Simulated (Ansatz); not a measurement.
# HfSiO4 (Hafnon) (I4_1/amd) in Ansatz: relaxation of cell and atoms with PBE

Aim: the relaxation of cell and atoms of HfSiO4 (Hafnon) with PBE.

All numbers are computed with Ansatz 0.2.0; they aren't measurements. Logs are shortened: lines on timing, memory, paths and dates and some standing lists are left out, and cuts for length are marked.

## (1) The structure

Symmetry: I4_1/amd, No. 141, tetragonal system. Conventional cell: a = 6.572 Å, b = 6.572 Å, c = 5.963 Å, α = 90.00°, β = 90.00°, γ = 90.00°. Hf (site symmetry -4m2) has 8 O at 2.11 to 2.26 Å as nearest neighbours. Si (site symmetry -4m2) is surrounded by 4 O at 1.62 Å. O (site symmetry m) has 1 Si at 1.62 Å as nearest neighbours.

## (2) Relaxation of cell and atoms, PBE, target pressure 2 GPa, at which the enthalpy is minimised

File input.yaml:

```yaml
crystal:
  lattice:
    - [-3.28625, 3.28625, 2.9816]
    - [3.28625, -3.28625, 2.9816]
    - [3.28625, 3.28625, -2.9816]
  atoms:
    - { symbol: Hf, position: [0.0, 0.0, 0.0] }
    - { symbol: Hf, position: [0.75, 0.25, 0.5] }
    - { symbol: Si, position: [0.5, 0.5, 0.0] }
    - { symbol: Si, position: [0.25, 0.75, 0.5] }
    - { symbol: O, position: [0.6802, 0.4957, 0.8155] }
    - { symbol: O, position: [0.2457, 0.9302, 0.3155] }
    - { symbol: O, position: [0.6802, 0.8647, 0.1845] }
    - { symbol: O, position: [0.6147, 0.9302, 0.6845] }
    - { symbol: O, position: [0.0698, 0.3853, 0.3155] }
    - { symbol: O, position: [0.5043, 0.3198, 0.1845] }
    - { symbol: O, position: [0.0698, 0.7543, 0.6845] }
    - { symbol: O, position: [0.1353, 0.3198, 0.8155] }
hamiltonian:
  xc: pbe
  pseudopotentials: { kind: paw }
kpoints:
  mp_grid: { grid: [5, 5, 5] }
scf:
  occupations: { method: fermi_dirac, width: 0.05 }
output:
  forces: true
  stress: true
  eigenvalues: true
relax:
  f_tol: 0.01
  max_steps: 40
  cell: { stress_tol: 0.05, p_target: 2.0 }
```

Potentials or basis: Ansatz PAW.

Command:

```
> ansatz run input.yaml --threads 4 --pin off --max-ram 11264MiB --backend cpu --events-out ev --progress --plain --runs-dir out
```

The log of the run:

```text
Warning: RAYON_NUM_THREADS=4 ignored (pool sized by the plan → 4); use --threads N
Engine: ansatz 0.2.0, aarch64-unknown-linux-gnu
Pseudopotentials: kind: paw
Pseudopotential: Hf, paw, valence charge 26, recommended cutoff 420 eV (normal), Hf.paw.azcp
Pseudopotential: Si, paw, valence charge 4, recommended cutoff 420 eV (normal), Si.paw.azcp
Pseudopotential: O, paw, valence charge 6, recommended cutoff 420 eV (normal), O.paw.azcp
Functional definition: PBE
  parameter kappa = 0.804
  parameter beta = 0.06672455060314922
  exchange = pbe_x(kappa = kappa, mu = beta*pi^2/3)
  correlation = pbe_c(beta = beta)
Crystal: 12 atoms, lattice volume = 128.798 Å³
Basis set: ecut = 420 eV, 2513 PW (Γ), exchange–correlation on 80×80×80 points (8 copies of the dense FFT grid, shifted against one another)
Bands: 66, of which v1, the nominal top of the filled ones, is band 54 counted from 1 (53 counted from 0)
Symmetry: 16 space group operations
Space group: I41/amd (ITA 141), of the structure as read, at distance tolerance 5.1e-5 Å
k-points: 18 of 125
Non-local potential: Hf, projectors of the file, l = 0: 3, l = 1: 2, l = 2: 2, l = 3: 3
Non-local potential: Si, projectors of the file, l = 0: 2, l = 1: 2, l = 2: 2
Non-local potential: O, projectors of the file, l = 0: 2, l = 1: 2, l = 2: 1
PAW form: soft (Blöchl's): semilocal exchange-correlation on the pseudo side does not see the compensation charge
PAW one-centre angular grid: Hf, 590 points (default); XC on 64 Gauss nodes
PAW one-centre angular grid: Si, 110 points (default); XC on 64 Gauss nodes
PAW one-centre angular grid: O, 110 points (default); XC on 64 Gauss nodes
Initial density: superposition of atomic densities (neutral atoms: chi_scale 0, normalization atom), corrected by the library's trained network
Initial wavefunctions: pseudopotential atomic-orbital guess
Functional: x = pbe(κ = 0.804, μ = 0.2195149727645171), c = pbe(β = 0.06672455060314922)
SCF iter   1: F=—  HF=-37271.652751 eV  |F-HF|=—  |Δ(HF+E_count)|=         —  Δρ=1.99e-3  dr2=3.58e-3  ethr=1.77e-3  ⟨swp⟩=6.3  Hψ=4798  notcnv=0
preconditioner: auto → Resta (q_TF=auto, 2.649 Å⁻¹)  ε∞=4.6  [insulator: Δε(μ)=5.434 eV  Ē_g=17.687 eV  σ=0.050 eV  W_gap=1.00  n_scr=42 (ndim 8)  ℏωp=33.4 eV  f_vac=0.044  D(μ)=0.00/eV (n_scr^D=0)  ε∞_Penn≈4.6]
SCF iter   2: F=—  HF=-37271.654322 eV  |F-HF|=—  |Δ(HF+E_count)|=   1.57e-3  Δρ=1.12e-3  dr2=8.40e-4  ethr=3.32e-6  ⟨swp⟩=2.0  Hψ=2296  notcnv=0  defer=15
SCF iter   3: F=—  HF=-37271.655067 eV  |F-HF|=—  |Δ(HF+E_count)|=   7.45e-4  Δρ=2.98e-4  dr2=1.37e-4  ethr=7.77e-7  ⟨swp⟩=2.1  Hψ=1970  notcnv=0  defer=15
SCF iter   4: F=—  HF=-37271.655090 eV  |F-HF|=—  |Δ(HF+E_count)|=   2.29e-5  Δρ=1.24e-4  dr2=2.44e-5  ethr=1.27e-7  ⟨swp⟩=2.0  Hψ=2082  notcnv=0  defer=15
SCF iter   5: F=—  HF=-37271.655098 eV  |F-HF|=—  |Δ(HF+E_count)|=   7.78e-6  Δρ=5.87e-5  dr2=6.91e-6  ethr=2.26e-8  ⟨swp⟩=2.8  Hψ=1952  notcnv=0  defer=15
SCF iter   6: F=—  HF=-37271.655098 eV  |F-HF|=—  |Δ(HF+E_count)|=   3.25e-7  Δρ=3.03e-5  dr2=1.04e-6  ethr=6.40e-9  ⟨swp⟩=2.0  Hψ=2080  notcnv=0  defer=15
SCF iter   7: F=—  HF=-37271.655099 eV  |F-HF|=—  |Δ(HF+E_count)|=   1.95e-7  Δρ=1.19e-5  dr2=1.46e-7  ethr=9.66e-10  ⟨swp⟩=2.0  Hψ=1940  notcnv=0  defer=15
SCF iter   8: F=-37271.655099 eV  HF=-37271.655099 eV  |F-HF|=2.85e-9  |Δ(HF+E_count)|=   3.81e-8  Δρ=1.78e-6  dr2=3.76e-9  ethr=9.26e-11  ⟨swp⟩=9.3  Hψ=4676  notcnv=0
SCF 1 converged in 8 iterations: F = -37271.655099 eV  dr2 = 3.76e-9
relax step   1: F+E_penalty+E_count = -37271.65509861 eV  Δ(F+E_penalty+E_count) = +0.000e0 eV  max|allowed force component| = 2.729e-1 eV/Å  Δτ_max = 0.0000 Å  P = +7.496 GPa  Ω = 128.798 Å³  (8 SCF iters, dr2 threshold 1.00e-7 eV, accepted)
Crystal: 12 atoms, lattice volume = 131.210 Å³
Basis set: ecut = 420 eV, 2539 PW (Γ), exchange–correlation on 80×80×80 points (8 copies of the dense FFT grid, shifted against one another)
Initial density: handed on by an earlier stage of this run
Initial wavefunctions: those handed on with the density
[... 84 lines left out ...]
SCF converged after 6 iterations
Free energy (F): -37271.740290 eV
Harris-Foulkes:  -37271.740290 eV  (|F-HF|=0.00e0)
Internal energy: -37271.740290 eV  (E = F + TS)
E sigma→0 (E₀):  -37271.740290 eV
Fermi energy:    12.412470 eV
--- Per-component energies (eV) ---
  E_band       = -241.192672
  E_kinetic    = 2344.499021
  E_local      = -16070.248713  (includes V_loc(G=0)·N_el)
  E_nonlocal   = -2053.725882
  E_hartree    = 7181.505603
  E_xc         = -1303.917920
  E_vxc        = -1383.676836  (∫ρ·V_xc dr)
  E_paw        = -16146.818333  (= ΣΔE_a)
  E_vpaw       = 2558.928230  (= ΣTr[D̂ρ^β])
  E_aug_tail   = 0.019979  (compensation charges beyond the density's cutoff)
  E_ewald      = -11223.054044
  E_smearing   = -0.000000  (= −TS)
  E_closure    = 0.000000  (closes the sum)
  Σ components = -37271.740290   (vs F -37271.740290, Δ=0.00e0)
--- Forces (eV/Å), atoms counted from 1 ---
  atom   1  Hf     0.00000000     0.00000000     0.00000000
  atom   2  Hf     0.00000000    -0.00000000     0.00000000
  atom   3  Si     0.00000000    -0.00000000     0.00000000
  atom   4  Si    -0.00000000     0.00000000     0.00000000
  atom   5  O     -0.00025695     0.00000000     0.00039842
  atom   6  O     -0.00000000    -0.00025695     0.00039842
  atom   7  O      0.00025695    -0.00000000     0.00039842
  atom   8  O     -0.00000000     0.00025695     0.00039842
  atom   9  O     -0.00025695     0.00000000    -0.00039842
  atom  10  O      0.00000000     0.00025695    -0.00039842
  atom  11  O      0.00025695    -0.00000000    -0.00039842
  atom  12  O      0.00000000    -0.00025695    -0.00039842
  max |Σ_I F_I| component: 5.53e-18 eV/Å
--- Stress (GPa, compression-positive) ---
        2.002014       0.000000       0.000000
        0.000000       2.002014      -0.000000
        0.000000       0.000000       1.992920
  P = ⅓ Tr σ = 1.9990 GPa (19.990 kbar)
--- Band table (eV; the first three rows and the last of 18) ---
  k-point 0: bands = ["-50.6894", "-50.6817", "-19.4843", "-19.4843", "-19.4122", "-19.4016", "-19.3170", "-19.3170", "-9.3067", "-8.2952", "-7.5120", "-7.3963", "-6.9316", "-6.9316", "-6.8886", "-6.8886", "-0.5862", "-0.5825", "-0.5784", "-0.5784", "-0.5653", "-0.5653", "-0.5606", "-0.5597", "-0.5596", "-0.5558", "-0.5484", "-0.5484", "-0.5481", "-0.5481", "2.1383", "3.7190", "4.0452", "4.5309", "4.5309", "5.2795", "5.5276", "5.7801", "6.5390", "6.7150", "6.7150", "6.9119", "7.3464", "7.3464", "8.2181", "8.2181", "8.9749", "8.9749", "9.0133", "9.0876", "9.1969", "9.1969", "9.2394", "9.7659", "15.4961", "15.7926", "15.8128", "15.9284", "15.9284", "16.8092", "16.9103", "17.0523", "17.0523", "17.7937", "18.9019", "19.4527"]
  k-point 1: bands = ["-50.6886", "-50.6824", "-19.4906", "-19.4695", "-19.4230", "-19.3889", "-19.3343", "-19.3126", "-9.1726", "-8.3206", "-7.4595", "-7.3649", "-7.0082", "-7.0067", "-6.9783", "-6.9435", "-0.5886", "-0.5826", "-0.5805", "-0.5750", "-0.5714", "-0.5644", "-0.5633", "-0.5609", "-0.5606", "-0.5604", "-0.5591", "-0.5491", "-0.5466", "-0.5438", "2.4556", "3.9620", "4.2846", "4.4539", "4.5533", "5.5544", "5.7575", "5.9490", "6.0176", "6.1866", "6.9175", "7.0976", "7.1895", "7.2515", "8.1774", "8.3264", "8.6900", "8.8360", "8.8699", "8.9583", "8.9930", "9.0810", "9.2360", "9.6073", "15.3653", "15.4961", "15.8372", "15.9148", "16.4398", "16.8116", "16.8485", "17.1576", "17.3121", "18.3557", "19.2448", "19.4811"]
  k-point 2: bands = ["-50.6867", "-50.6843", "-19.4866", "-19.4607", "-19.4297", "-19.3781", "-19.3484", "-19.3194", "-8.8322", "-8.4798", "-7.3315", "-7.2911", "-7.1804", "-7.1513", "-7.0810", "-7.0714", "-0.5880", "-0.5880", "-0.5812", "-0.5809", "-0.5760", "-0.5712", "-0.5706", "-0.5657", "-0.5610", "-0.5605", "-0.5561", "-0.5472", "-0.5461", "-0.5448", "3.2395", "4.0232", "4.6399", "4.7825", "4.8858", "5.3492", "5.3775", "5.6550", "6.2824", "6.4113", "6.6040", "6.9915", "7.4116", "7.4165", "7.4937", "8.1057", "8.4138", "8.5765", "8.6308", "8.8746", "8.9103", "8.9540", "9.1752", "9.2872", "15.1828", "15.1862", "16.0190", "16.0623", "16.4364", "16.4837", "17.3799", "17.5975", "18.0169", "18.8797", "19.1442", "19.1450"]
  k-point 17: bands = ["-50.6859", "-50.6851", "-19.4956", "-19.4908", "-19.4180", "-19.3966", "-19.3140", "-19.3072", "-8.7799", "-8.6790", "-7.5188", "-7.5186", "-7.0550", "-6.9850", "-6.9048", "-6.8490", "-0.5896", "-0.5816", "-0.5803", "-0.5740", "-0.5707", "-0.5687", "-0.5675", "-0.5615", "-0.5612", "-0.5602", "-0.5548", "-0.5532", "-0.5493", "-0.5413", "2.9159", "3.1353", "4.5997", "4.6359", "4.9603", "5.2476", "5.9281", "6.1765", "6.5253", "6.7281", "6.7403", "6.7619", "7.7860", "7.9491", "8.0318", "8.0503", "8.2847", "8.3275", "8.4896", "8.5816", "8.7131", "8.7936", "8.8441", "8.9323", "15.7832", "15.8264", "16.2834", "16.3553", "16.3969", "16.4146", "17.0124", "17.1308", "18.0027", "18.1422", "19.1696", "19.4384"]
--- Relaxed structure (7 steps of the walk, 7 accepted, 2 SCFs on fresh bases) ---
  F+E_penalty+E_count = -37271.74029001 eV   max|allowed force component| = 3.984e-4 eV/Å   (the final SCF, on the basis selected at the relaxed cell)
  cell:  # Å, volume = 131.5706 Å³
    - [-3.3106332745902547, 3.3106332745902547, 3.0010736520340595]
    - [3.3106332745902547, -3.3106332745902547, 3.0010736520340595]
    - [3.3106332745902547, 3.3106332745902547, -3.0010736520340595]
  atoms:
    - { symbol: Hf, position: [9.026934552925688e-20, 9.64553602068081e-20, 7.560684605895666e-21] }
    - { symbol: Hf, position: [0.75, 0.24999999999999997, 0.49999999999999994] }
    - { symbol: Si, position: [0.5, 0.5, 7.560684605895902e-21] }
    - { symbol: Si, position: [0.24999999999999997, 0.75, 0.49999999999999994] }
    - { symbol: O, position: [0.6809300070749599, 0.4963761653564795, 0.8154461582815196] }
    - { symbol: O, position: [0.2463761653564797, 0.93093000707496, 0.3154461582815198] }
    - { symbol: O, position: [0.68093000707496, 0.8654838487934402, 0.18455384171848022] }
    - { symbol: O, position: [0.6154838487934402, 0.93093000707496, 0.6845538417184802] }
    - { symbol: O, position: [0.06906999292504018, 0.38451615120655974, 0.31544615828151956] }
    - { symbol: O, position: [0.5036238346435203, 0.3190699929250401, 0.18455384171848022] }
    - { symbol: O, position: [0.06906999292504025, 0.7536238346435203, 0.6845538417184801] }
    - { symbol: O, position: [0.13451615120655977, 0.3190699929250401, 0.8154461582815196] }
```

It took 21 s on 4 threads of Arm Neoverse V2, shared host; peak memory 0.6 GiB.

What came out:

| Item | Value |
| --- | --- |
| Free energy | -37271.7403 eV |
| Relaxed volume | 10.96 Å³/atom |
| Relaxed cell | a = 5.561 Å, b = 5.561 Å, c = 5.561 Å, α = 106.93°, β = 106.93°, γ = 114.68° |
| Space group after relaxing (to 0.05 Å) | I4_1/amd (No. 141) |
| Energy change on relaxing (the enthalpy is what falls) | -7.1 meV/atom |
| Ionic steps | 9 |
| Pressure after relaxing | 2.0 GPa |
| Band gap on the k mesh | 5.37 eV, indirect (least direct gap 5.73 eV) |

Step by step:
```tsv
step	energy change (eV)	largest force (eV/Å)	volume (Å³)
1	0.0000	0.3355	128.80
2	-0.0572	0.3564	131.21
3	-0.0686	0.0279	131.43
4	-0.0692	0.0152	131.44
5	-0.0693	0.0118	131.45
6	-0.0694	0.0001	131.45
7	-0.0837	0.0002	131.45
8	-0.0847	0.0004	131.57
9	-0.0852	0.0005	131.57
```

Final structure:
```cif
data_structure
_symmetry_space_group_name_H-M 'P 1'
_symmetry_Int_Tables_number 1
_cell_length_a 5.5612
_cell_length_b 5.5612
_cell_length_c 5.5612
_cell_angle_alpha 106.931
_cell_angle_beta 106.931
_cell_angle_gamma 114.681
_cell_volume 131.57
loop_
_atom_site_label
_atom_site_type_symbol
_atom_site_fract_x
_atom_site_fract_y
_atom_site_fract_z
_atom_site_occupancy
Hf1 Hf 0.00000 0.00000 0.00000 1
Hf2 Hf 0.75000 0.25000 0.50000 1
Si1 Si 0.50000 0.50000 0.00000 1
Si2 Si 0.25000 0.75000 0.50000 1
O1 O 0.68093 0.49638 0.81545 1
O2 O 0.24638 0.93093 0.31545 1
O3 O 0.68093 0.86548 0.18455 1
O4 O 0.61548 0.93093 0.68455 1
O5 O 0.06907 0.38452 0.31545 1
O6 O 0.50362 0.31907 0.18455 1
O7 O 0.06907 0.75362 0.68455 1
O8 O 0.13452 0.31907 0.81545 1
```

Caveat: odd divisions of the mesh miss points on the zone boundary, where band edges often lie, so the gap on the mesh can be too wide; the plane-wave basis is chosen anew once the cell has moved, so the energies of steps on either side of that aren't comparable; the pressure holds a Pulay correction of +0.7 GPa for the finite cutoff; spin-orbit coupling is left out, which moves the levels of the heavy elements.
